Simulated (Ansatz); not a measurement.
Crystal: Be, diamond type, 2 atoms in the cell.

All numbers below come from PBE, plane waves, PAW datasets (generated soft set 1) in Ansatz.

Cutoff 420 eV; k-mesh 19×19×19 Γ-centred; Fermi–Dirac smearing of 0.0612 eV; no spin polarisation.

What equilibrium volume, lattice constant and bulk modulus does this give?

V₀ = 14.684 Å³/atom (a₀ = 4.897 Å), B₀ = 43.9 GPa, B₀′ = 3.49. The points behind the fit:

| V (Å³/atom) | a (Å) | E − E(min) (meV/atom) | P (GPa) |
| --- | --- | --- | --- |
| 13.808 | 4.7982 | 7.84 | 3.00 |
| 14.102 | 4.8320 | 3.35 | 1.90 |
| 14.396 | 4.8653 | 0.80 | 0.90 |
| 14.690 | 4.8982 | 0.00 | -0.02 |
| 14.983 | 4.9306 | 0.81 | -0.86 |
| 15.277 | 4.9626 | 3.10 | -1.62 |
| 15.571 | 4.9942 | 6.72 | -2.32 |

The published all-electron PBE values for this crystal (mean of FLEUR and WIEN2k, k-spacing 0.06 Å⁻¹; Bosoni et al., Nat. Rev. Phys. 6, 45 (2024)) are V₀ = 14.687 Å³/atom, B₀ = 43.8 GPa, B₀′ = 3.44. This run's mesh is coarser (spacing 0.12 Å⁻¹), so part of any difference comes from k-sampling.

The stress includes the program's correction for the finite plane-wave basis.

This cubic structure is a model: it isn't the usual form of the substance at ambient conditions, and such phases are metastable or hypothetical. The k-mesh is modest, so these values aren't fully converged in k.
